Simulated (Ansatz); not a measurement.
Runs of Ansatz 0.2.0 on Mg. It takes space group Fm-3m (No. 225, cubic). Conventional cell: a = 4.489 Å, b = 4.489 Å, c = 4.489 Å, α = 90.00°, β = 90.00°, γ = 90.00°. Around Mg (site symmetry m-3m) lie 12 Mg at 3.17 Å. This isn't the form of Mg at room conditions, which is hcp.

```csv
task,level,potentials or basis,spin,cell,k mesh,cutoff (eV),smearing,atoms under strain,other keys,gap on the mesh (eV),pressure (GPa)
density of states,PBEsol,SSSP efficiency PAW,off,as given,10 × 10 × 10,408,methfessel-paxton 0.1 eV,-,-,none,0.0
density of states,B3LYP,PseudoDojo stringent (PBE files),off,as given,7 × 7 × 7,1143,fermi-dirac 0.05 eV,-,-,none,(a)
elastic constants,BLYP,PseudoDojo standard (LDA files),off,as given,9 × 9 × 9,1143,fermi-dirac 0.1 eV,clamped,-,none,1.5
atomic charges,r2SCAN,Ansatz PAW,"collinear, zero start",cell strained at random at fixed volume,8 × 8 × 8,500,fermi-dirac 0.1 eV,-,scf.convergence.dr2_threshold = 1e-06; hamiltonian.xc = r2scan,none,0.3
atomic charges,PBEsol,Ansatz PAW,off,volume scaled by 1.25,10 × 10 × 10,420,fermi-dirac 0.1 eV,-,scf.algorithm = direct_min,none,-5.1
```

Q: Fill in the values left out.

A: (a) 1.2.

Caveats: the potentials were made for another functional, which shifts forces and pressure (some runs); the thresholds are loose for stress (some runs); the PAW data sets come from PBE, with cores solved anew for the run's functional, which leaves a small shift of forces and pressure (some runs); elastic constants of metals need much finer meshes, so these are rough (some runs).

A gap of «none» marks a metal or a gap under the smearing width.

The runs don't all hold the same shells in valence.

Runs at the PBE level aren't shown here.
